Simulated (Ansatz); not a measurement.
**Ionic part of the dielectric constant of BN at 9 GPa, mode by mode**

All numbers below come from DFT PBE+D3(BJ), scalar-relativistic, plane waves, PAW (Ansatz). Plane waves to 420 eV; Γ-centred k mesh 12×12×12; fixed occupations. No spin polarisation. Phonons by linear response, acoustic sum rule imposed.

Symmetry: R3m, No. 160, trigonal system. The conventional cell has a = 2.488 Å, b = 2.488 Å, c = 8.597 Å, α = 90.00°, β = 90.00°, γ = 120.00°. B (site symmetry 3m) has 3 N at 1.44 Å as nearest neighbours. N (site symmetry 3m) has 3 B at 1.44 Å as nearest neighbours.

The primitive cell has V = 15.36 Å³ and ε∞,yy = 5.256. Each polar mode adds Δε = (4.92064×10⁷/V)·S/ν² along y, with S its oscillator strength in e²/amu, ν in cm⁻¹ and V in Å³.

Task: From these modes, find each Δε and ε0,yy.
```csv
ν (cm⁻¹),S_yy (e²/amu)
701.4,0.00052
1395.4,1.174
```

Result:
```csv
ν (cm⁻¹),Δε
701.4,0.00
1395.4,1.93
```

The sum is 1.934, so ε0,yy = 7.19; the run's tensor has 7.19.

Task: Where do the longitudinal modes lie for a wave vector along y?

Result: At 702, 1632 cm⁻¹. The Lyddane–Sachs–Teller product Π(ν_LO/ν_TO)² = 1.37 matches ε0/ε∞ = 1.37.

This form isn't the usual stable structure of the compound at low pressure.

Cost: 1 run of about 1.9 core-minutes, on Intel Xeon Processor @ 2.50GHz (Skylake/Cascade Lake) (shared hosts).